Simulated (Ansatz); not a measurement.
**CuO under changes of volume**

One of the cells (11.721 Å³/atom); the others are scaled copies at fixed shape and fractional positions:

```xyz
4
Lattice="3.1755 0.0000 0.0000 0.0000 3.1755 0.0000 0.0000 0.0000 4.6495" Properties=species:S:1:pos:R:3 pbc="T T T"
Cu    0.0000    0.0000    0.0000
Cu    1.5877    1.5877    0.0000
O     1.5877    0.0000    1.2414
O     0.0000    1.5877    3.4081
```

The cell was built by a generator and needn't be a form met in nature.

| Quantity | Value |
| --- | --- |
| Program | Ansatz 0.2.0 |
| Functional | PBE |
| Potentials or basis | Ansatz PAW |
| Cutoff | 420 eV (not typed: the program's choice for these potentials) |
| k mesh | 8 × 8 × 6 |
| Occupations | fermi-dirac, width 0.05 eV |
| Spin | no spin polarisation |

| volume (Å³/atom) | energy over the lowest point (meV/atom) | pressure (GPa) | largest force (eV/Å) |
| --- | --- | --- | --- |
| 11.018 | ? | ? | ? |
| 11.252 | 111.63 | 24.9 | 0.385 |
| 11.487 | 78.55 | 20.6 | 0.655 |
| 11.721 | 51.45 | 16.8 | 0.903 |
| 11.956 | 29.59 | 13.3 | 1.131 |
| 12.190 | 12.68 | 10.2 | 1.340 |
| 12.424 | 0.00 | 7.4 | 1.532 |

Task: What does the run at 11.018 Å³/atom give?

Result: Energy over the lowest point 151.29 meV/atom; pressure 29.6 GPa; largest force 0.090 eV/Å.

Worked out: A Birch-Murnaghan fit of order 3 (a polynomial in V^(-2/3)) to the other rows has no minimum within the range. It gives 151.15 meV/atom at 11.018 Å³/atom, against the run's 151.29, and -dE/dV = 29.5 GPa, against 29.6.

Energies are extrapolated to zero smearing.

Caveats: the run has no spin polarisation, though such a crystal can be magnetic; forces of over 1 eV/Å show positions far from the minimum, so gaps and moduli don't describe the material at rest (some runs).
